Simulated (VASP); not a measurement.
Set up this calculation in VASP 6.6.1, as the native input.

```yaml
Task: single point
Functional: PBE
Potentials_or_basis: VASP PAW PBE potentials, release 64 (Zr_sv, O)
Cutoff: 520 eV
k_mesh: 8 × 8 × 8
Occupations: fermi-dirac, width 0.02 eV
Spin: no spin polarisation
Dipole_correction: no
Further_INCAR_settings: ALGO = Fast; EDIFF = 1e-06; NBANDS = 19
```

The structure of ZrO2 lies in POSCAR:

```
ZrO2
1.0
   -0.0684527955      2.5447135868      2.5447135868
    2.5447135868     -0.0684527955      2.5447135868
    2.4762607913      2.4762607913      0.0000000000
Zr O
1 2
Direct
    0.0000000000      0.0000000000      0.0000000000
    0.2536229640      0.2536229640      0.2463770360
    0.7463770360      0.7463770360      0.7536229640
```

The cell was built by a generator and needn't be a form met in nature.

The cell isn't the ideal one: shear_xy strain -5.4%.

The input as run:

INCAR

```
SYSTEM = ZrO2
  PREC = Accurate
  ENCUT = 520
  EDIFF = 1E-6
  ISMEAR = -1
  SIGMA = 0.02
  LREAL = .FALSE.
  LASPH = .TRUE.
  NELM = 100
  ALGO = Fast
  ISIF = 2
  LWAVE = .FALSE.
  LCHARG = .TRUE.
  GGA = PE
  LELF = .TRUE.
  LVHAR = .TRUE.
  NBANDS = 19
```

KPOINTS

```
Automatic mesh
0
G
  8 8 8
  0 0 0
```

Potentials or basis: VASP PAW PBE potentials, release 64 (Zr_sv, O).

Launch:

```sh
$ cat potpaw_PBE.64/Zr_sv/POTCAR potpaw_PBE.64/O/POTCAR > POTCAR
$ mpirun -np 1 vasp_std > vasp.out
```

Results of the run:

```yaml
Pressure: 4.6 GPa
Largest_force: 0.029 eV/Å
Band_gap_on_the_k_mesh: 3.35 eV, indirect (least direct gap 3.80 eV)
```

It took 61 s on 1 thread of Intel(R) Xeon(R) Platinum 8488C (Sapphire Rapids), on a shared host, peak memory 0.19 GiB.
